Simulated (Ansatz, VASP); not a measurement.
## NbAs in VASP and in Ansatz

The input INCAR:

```
SYSTEM = NbAs
ALGO     = Normal         ! electronic algorithm
EDIFF    = 1E-7           ! SCF threshold, eV
ENCUT    = 520            ! plane-wave cutoff, eV
GGA      = PE             ! functional
ISIF     = 2              ! what is computed and relaxed
ISMEAR   = -1             ! smearing method
LASPH    = .True.         ! aspherical terms in the spheres
LCHARG   = .False.        ! write CHGCAR
LREAL    = .False.        ! projectors in reciprocal space
LWAVE    = .False.        ! write WAVECAR
NBANDS   = 16             ! bands
NELM     = 80             ! most SCF steps
PREC     = Accurate       ! precision mode
SIGMA    = 0.05           ! smearing width, eV
```

The input KPOINTS:

```
k-points
0
Gamma
  11 11 11
  0 0 0
```

File POSCAR:

```
NbAs
1.0
    0.0000000000      2.6550691208      2.6550691208
    2.6550691208      0.0000000000      2.6550691208
    2.6550691208      2.6550691208      0.0000000000
Nb As
1 1
Direct
    0.0000000000      0.0000000000      0.0000000000
    0.5000000000      0.5000000000      0.5000000000
```

Input for Ansatz:

```yaml
crystal:
  lattice:
    - [0.0, 2.6550691208, 2.6550691208]
    - [2.6550691208, 0.0, 2.6550691208]
    - [2.6550691208, 2.6550691208, 0.0]
  atoms:
    - { symbol: Nb, position: [0.0, 0.0, 0.0] }
    - { symbol: As, position: [0.5, 0.5, 0.5] }
kpoints:
  mp_grid: { grid: [11, 11, 11] }
scf:
  occupations: { method: fermi_dirac, width: 0.05 }
hamiltonian:
  xc: pbe
  pseudopotentials: { kind: all_electron, lapw: { basis_error: 0.00025 } }
output:
  forces: true
  stress: true
  eigenvalues: true
```

Change from the starting cell: volume scaled by 1.02.

Alike in both runs: task single point; functional PBE; k mesh 11 × 11 × 11; occupations fermi-dirac, width 0.05 eV; no spin polarisation.

|  | VASP | Ansatz |
| --- | --- | --- |
| version | VASP 6.6.1 | Ansatz 0.2.0 |
| potentials or method | VASP PAW PBE potentials, release 64 (Nb_sv, As) | all-electron LAPW, scalar-relativistic |
| plane-wave cutoff (eV) | 520 | see its input |

|  | VASP | Ansatz | Ansatz less VASP |
| --- | --- | --- | --- |
| pressure (GPa) | -2.7 | -2.7 | -0.03 |

Ansatz ran all-electron here, so the differences hold the error of VASP's frozen core and of both bases.
